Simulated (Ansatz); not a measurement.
Runs of Ansatz 0.2.0 on KI. The structure is cubic, space group Pm-3m (No. 221). The conventional cell has a = 4.291 Å, b = 4.291 Å, c = 4.291 Å, α = 90.00°, β = 90.00°, γ = 90.00°. Around I (site symmetry m-3m) lie 8 K at 3.72 Å. Around K (site symmetry m-3m) lie 8 I at 3.72 Å. Measurements of this composition are mostly on another form, of space group No. 225.

```tsv
share of exact exchange	gap on the mesh (eV)	pressure (GPa)
0.05	(b)	0.7
0.1	3.86	0.7
0.15	(a)	0.6
0.25	4.48	0.5
0.3	4.69	0.5
0.2	4.27	0.6
```

Alike in all rows: task single point; level HSE06 form with a typed share of exact exchange; potentials or basis Ansatz PAW; no spin polarisation; cell as given; k mesh 3 × 3 × 3; cutoff (eV) 420; smearing fermi-dirac 0.05 eV; the mesh is coarse, so values aren't converged.

Estimate the missing entries.

(a) 4.06; (b) 3.65.

Caveats: all runs use coarse meshes; odd divisions of the mesh miss points on the zone boundary, where band edges often lie, so the gap on the mesh can be too wide; spin-orbit coupling is left out, which moves the levels of the heavy elements; the PAW data sets come from PBE, with cores solved anew for the run's functional, which leaves a small shift of forces and pressure; the thresholds are loose for stress.

A k mesh can miss the band edges, and the runs leave out spin-orbit coupling on I.
